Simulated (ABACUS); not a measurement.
# MgS (Niningerite) (Fm-3m) in ABACUS: equation of state

Aim: energy against volume of MgS (Niningerite) in PBE, for its equilibrium volume and stiffness.

Program: ABACUS 3.10.1. These are calculated values, not measurements. Logs are shortened: lines on timing, memory, paths and dates and some standing lists are left out, and cuts for length are marked.

## (1) The crystal as given

The structure is cubic, space group Fm-3m (No. 225). Conventional cell: a = 5.203 Å, b = 5.203 Å, c = 5.203 Å, α = 90.00°, β = 90.00°, γ = 90.00°. S (site symmetry m-3m) has 6 Mg at 2.60 Å as nearest neighbours. Mg (site symmetry m-3m) is surrounded by 6 S at 2.60 Å.

## (2) Equation of state, PBE, 16.55 Å³/atom (volume scaled by 0.94)

INPUT reads:

```
INPUT_PARAMETERS
suffix              MgS
calculation         scf
basis_type          pw
pseudo_dir          ./
symmetry            1
dft_functional      pbe
ecutwfc             84
pseudo_rcut         10
nspin               1
nbands              12
ks_solver           dav
smearing_method     fd
smearing_sigma      0.00367493
scf_thr             1e-08
scf_nmax            100
mixing_type         broyden
mixing_beta         0.7
cal_force           1
cal_stress          1
kpar                4
```

STRU reads:

```
ATOMIC_SPECIES
S 32.0600 S.upf
Mg 24.3050 Mg.upf

LATTICE_CONSTANT
1.8897261246

LATTICE_VECTORS
0.0000000000 2.5485401997 2.5485401997
2.5485401997 0.0000000000 2.5485401997
2.5485401997 2.5485401997 0.0000000000

ATOMIC_POSITIONS
Direct

S
0.0
1
0.5000000000 0.5000000000 0.5000000000 1 1 1

Mg
0.0
1
0.0000000000 0.0000000000 0.0000000000 1 1 1
```

KPT reads:

```
K_POINTS
0
Gamma
9 9 9 0 0 0
```

Potentials or basis: PseudoDojo NC SR 0.4.1 PBE standard, plane waves.

Run with:

```bash
> OMP_NUM_THREADS=1 mpirun -np 4 abacus > log
```

running log:

```text
ABACUS v3.10.1

               Atomic-orbital Based Ab-initio Computation at UStc

 ------------------------------------------------------------------------------------

 READING GENERAL INFORMATION
                           global_out_dir = OUT.MgS/
                           global_in_card = INPUT
                               pseudo_dir = ./
                              orbital_dir =
                                    DSIZE = 4
                                    GSIZE = 1

 READING UNITCELL INFORMATION
                                    ntype = 2
                  lattice constant (Bohr) = 1.88973
              lattice constant (Angstrom) = 1

 READING ATOM TYPE 1
                               atom label = S
                      L=0, number of zeta = 1
                      L=1, number of zeta = 1
                      L=2, number of zeta = 1
             number of atom for this type = 1

 READING ATOM TYPE 2
                               atom label = Mg
                      L=0, number of zeta = 1
                      L=1, number of zeta = 1
                      L=2, number of zeta = 1
             number of atom for this type = 1

                        TOTAL ATOM NUMBER = 2
DIRECT COORDINATES
    atom                   x                   y                   z     mag                  vx                  vy                  vz
taud_S1            0.5000000000        0.5000000000        0.5000000000  0.0000        0.0000000000        0.0000000000        0.0000000000
taud_Mg1            0.0000000000        0.0000000000        0.0000000000  0.0000        0.0000000000        0.0000000000        0.0000000000

                          Volume (Bohr^3) = 223.409
                             Volume (A^3) = 33.1058

 Lattice vectors: (Cartesian coordinate: in unit of a_0)
                   +0            +2.54854            +2.54854
             +2.54854                  +0            +2.54854
             +2.54854            +2.54854                  +0
 Reciprocal vectors: (Cartesian coordinate: in unit of 2 pi/a_0)
            -0.196191           +0.196191           +0.196191
            +0.196191           -0.196191           +0.196191
            +0.196191           +0.196191           -0.196191
 The esolver type has been set to : ksdft_pw

                PAO radial cut off (Bohr) = 10

 Read in pseudopotential file is S.upf
                     pseudopotential type = NC
          exchange-correlation functional = PBE
                 nonlocal core correction = 1
                        valence electrons = 6
                                     lmax = 2
                           number of zeta = 2
                     number of projectors = 6
                           L of projector = 0
[... 5 lines left out ...]
                PAO radial cut off (Bohr) = 10

 Read in pseudopotential file is Mg.upf
                     pseudopotential type = NC
          exchange-correlation functional = PBE
                 nonlocal core correction = 0
                        valence electrons = 10
                                     lmax = 1
                           number of zeta = 3
                     number of projectors = 4
                           L of projector = 0
                           L of projector = 0
                           L of projector = 1
                           L of projector = 1
     initial pseudo atomic orbital number = 9

 SETUP THE ELECTRONS NUMBER
             electron number of element S = 6
       total electron number of element S = 6
            electron number of element Mg = 10
      total electron number of element Mg = 10
            AUTOSET number of electrons:  = 16
                           occupied bands = 8
                                   NBANDS = 12
                                   NLOCAL = 18

%%%%%%%%%%%%%%%%%%%%%%%%%%%%%%%%%%%%%%%%%%%%%%%%%%%%%%%%%%%%%%%%%%%%%%%%%%%%%%%%%%%%%%%%%%%%%%%%%%%%%%%%%%
 Warning: the number of valence electrons in pseudopotential > 2 for Mg: [Ne] 3s2
 Pseudopotentials with additional electrons can yield (more) accurate outcomes, but may be less efficient.
 If you're confident that your chosen pseudopotential is appropriate, you can safely ignore this warning.
%%%%%%%%%%%%%%%%%%%%%%%%%%%%%%%%%%%%%%%%%%%%%%%%%%%%%%%%%%%%%%%%%%%%%%%%%%%%%%%%%%%%%%%%%%%%%%%%%%%%%%%%%%

 SETUP THE PLANE WAVE BASIS
 energy cutoff for charge/potential (unit:Ry) = 336
            fft grid for charge/potential = [ 40, 40, 40 ]
                        fft grid division = [ 1, 1, 1 ]
        big fft grid for charge/potential = [ 40, 40, 40 ]
                                     nbxx = 64000
                                     nrxx = 64000

 SETUP PLANE WAVES FOR CHARGE/POTENTIAL
                    number of plane waves = 23289
                         number of sticks = 1069

[... 53 lines left out ...]
                                    ibrav = 2
                       right hand lattice = 1
(for k-lattice: )
                             BRAVAIS TYPE = 2
                     BRAVAIS LATTICE NAME = 02. Cubic I (body-centered)
                                    ibrav = 2
                       right hand lattice = 1
                        ROTATION MATRICES = 48
                               nkstot_ibz = 35
K-POINTS REDUCTION ACCORDING TO SYMMETRY
     IBZ    DIRECT_X    DIRECT_Y    DIRECT_Z  WEIGHT  ibz2bz
       1  0.00000000  0.00000000  0.00000000  0.0014       0
       2  0.11111111  0.11111111  0.11111111  0.0110       1
       3  0.22222222  0.22222222  0.22222222  0.0110       2
       4  0.33333333  0.33333333  0.33333333  0.0110       3
       5  0.44444444  0.44444444  0.44444444  0.0110       4
       6  0.11111111  0.11111111  0.00000000  0.0082      10
[... 22 lines left out ...]
      29  0.44444444  0.33333333  0.11111111  0.0329     112
      30 -0.44444444  0.44444444  0.22222222  0.0658     113
[... 5 further k points ...]

                               nkstot now = 35
[... K-POINTS DIRECT COORDINATES: 35 rows ...]

           k-point number in this process = 9
       minimum distributed K point number = 8
[... stars of the k points ...]

[... K-POINTS CARTESIAN COORDINATES: 9 rows ...]

[... K-POINTS DIRECT COORDINATES: 9 rows ...]

 SETUP PLANE WAVES FOR WAVE FUNCTIONS
     energy cutoff for wavefunc (unit:Ry) = 84
              fft grid for wave functions = [ 40, 40, 40 ]
                    number of plane waves = 3479
                         number of sticks = 301

 PARALLEL PW FOR WAVE FUNCTIONS
     PROC   COLUMNS(POT)             PW
        1            301           3479
 --------------- sum -------------------
        1            301           3479

 SETUP NONLOCAL PSEUDOPOTENTIALS IN PLANE WAVE BASIS
 S non-local projectors:
 projector 1 L=0
 projector 2 L=0
 projector 3 L=1
 projector 4 L=1
 projector 5 L=2
 projector 6 L=2
 Mg non-local projectors:
 projector 1 L=0
 projector 2 L=0
 projector 3 L=1
 projector 4 L=1
      TOTAL NUMBER OF NONLOCAL PROJECTORS = 26

 Init Non-Local PseudoPotential table :
 Init Non-Local-Pseudopotential done.

                                     npwx = 2911

 Make real space PAO into reciprocal space.
       max mesh points in Pseudopotential = 1001
     dq(describe PAO in reciprocal space) = 0.01
                                    max q = 1104

 number of pseudo atomic orbitals for S is 2
WARNING: norm of atomic wavefunction # 2 of atomic type S is 0.999996, renormalized

 number of pseudo atomic orbitals for Mg is 3
WARNING: norm of atomic wavefunction # 3 of atomic type Mg is 0.9998, renormalized

 -------------------------------------------
 SELF-CONSISTENT
 -------------------------------------------
                                 init_chg = atomic

 PW ALGORITHM --------------- ION=   1  ELEC=   1--------------------------------
 Notice: Threshold on eigenvalues was too large.
 hsover_error=0.16 > DRHO=0.08499
 Origin diag ethr = 0.01
 New diag ethr = 0.000531188

 Density error is 0.0852756140209
                          Error Threshold = 0.000531187621901
----------------------------------------------------------
     Energy           Rydberg                 eV
----------------------------------------------------------
 E_KohnSham     -141.0551856901      -1919.1542578339
 E_Harris       -141.9275640038      -1931.0235737118
 E_Fermi        0.6013577323         8.1818916959
----------------------------------------------------------
[... 51 lines left out ...]
 Density error is 7.96560909162e-09
                          Error Threshold = 7.60990123787e-10
----------------------------------------------------------
     Energy           Rydberg                 eV
----------------------------------------------------------
 E_KohnSham     -141.0731636015      -1919.3988598667
 E_KS(sigma->0) -141.0731636015      -1919.3988598667
 E_Harris       -141.0730300554      -1919.3970428788
 E_band         -23.6189754432       -321.3526469491
 E_one_elec     -84.0229843789       -1143.1913505175
 E_Hartree      43.6675762196        594.1278544352
 E_xc           -22.4056235686       -304.8441477765
 E_Ewald        -78.3121318736       -1065.4912160080
 E_entropy(-TS) -0.0000000000        -0.0000000000
 E_descf        0.0000000000         0.0000000000
 E_exx          0.0000000000         0.0000000000
 E_Fermi        0.6637871534         9.0312875448
----------------------------------------------------------

 charge density convergence is achieved
 final etot is -1919.3988599 eV
 EFERMI = 9.0312875448 eV

 STATE ENERGY(eV) AND OCCUPATIONS    NSPIN == 1
 1/9 kpoint (Cartesian) = 0.0000 0.0000 0.0000 (2891 pws)
       1       -67.5480     0.00274348
       2       -34.3102     0.00274348
       3       -34.3102     0.00274348
       4       -34.3102     0.00274348
       5       -5.92787     0.00274348
       6        7.10273     0.00274348
       7        7.10273     0.00274348
       8        7.10273     0.00274348
       9        11.3223    3.46047e-23
      10        15.0104    3.19407e-55
      11        15.0104    3.19407e-55
      12        15.0104    3.19407e-55
[... 57 lines left out ...]
 6/9 kpoint (Cartesian) = 0.0000 0.0000 0.043598 (2882 pws)
       1       -67.5479      0.0164609
       2       -34.3112      0.0164609
       3       -34.3106      0.0164609
       4       -34.3106      0.0164609
       5       -5.75148      0.0164609
       6        6.24890      0.0164609
       7        6.81346      0.0164609
       8        6.81346      0.0164609
       9        12.2783    1.03071e-30
      10        14.1861    2.76821e-47
      11        15.5984    1.49610e-59
      12        15.5984    1.49610e-59

[... levels at 3 further k points ...]

------------------------------------------------------------------------------------------
 TOTAL-FORCE (eV/Angstrom)
------------------------------------------------------------------------------------------
                        S1         0.0000000000         0.0000000000         0.0000000000
                       Mg1         0.0000000000         0.0000000000         0.0000000000
------------------------------------------------------------------------------------------

----------------------------------------------------------------
 TOTAL-STRESS (KBAR)
----------------------------------------------------------------
        67.4280876964        -0.0000000000         0.0000000000
        -0.0000000000        67.4280876964         0.0000000000
        -0.0000000000         0.0000000000        67.4280876964
----------------------------------------------------------------
 TOTAL-PRESSURE: 67.428088 KBAR

 --------------------------------------------
 !FINAL_ETOT_IS -1919.3988598667231145 eV
 --------------------------------------------
```

It took 3.6 s on 4 MPI ranks of Intel Xeon Gold 6455B (Sapphire Rapids), shared host; peak memory 0.32 GiB.

What came out:

- Free energy: -1919.3989 eV
- Pressure: 6.7 GPa
- Band gap on the k mesh: 3.05 eV, indirect (least direct gap 4.22 eV)

Caveat: an odd mesh through Γ misses points on the zone boundary, where band edges often lie.

## (3) Equation of state, PBE, 16.91 Å³/atom (volume scaled by 0.96)

INPUT is that of step 2.

STRU: that of step 2 with these lines changed.

```diff
@@ -8,5 +8,5 @@
 LATTICE_VECTORS
-0.0000000000 2.5485401997 2.5485401997
-2.5485401997 0.0000000000 2.5485401997
-2.5485401997 2.5485401997 0.0000000000
+0.0000000000 2.5664882573 2.5664882573
+2.5664882573 0.0000000000 2.5664882573
+2.5664882573 2.5664882573 0.0000000000
```

KPT is that of step 2.

Potentials or basis: PseudoDojo NC SR 0.4.1 PBE standard, plane waves.

Run with:

```bash
> OMP_NUM_THREADS=1 mpirun -np 4 abacus > log
```

Wall time 4.3 s (4 MPI ranks of Intel Xeon Gold 6455B (Sapphire Rapids), shared host); peak memory 0.32 GiB.

Results (log left out):

| Property | Result |
| --- | --- |
| Free energy | -1919.4239 eV |
| Pressure | 4.7 GPa |
| Band gap on the k mesh | 3.00 eV, indirect (least direct gap 4.04 eV) |

Caveat: an odd mesh through Γ misses points on the zone boundary, where band edges often lie.

(Continued in part 2 of 2.)
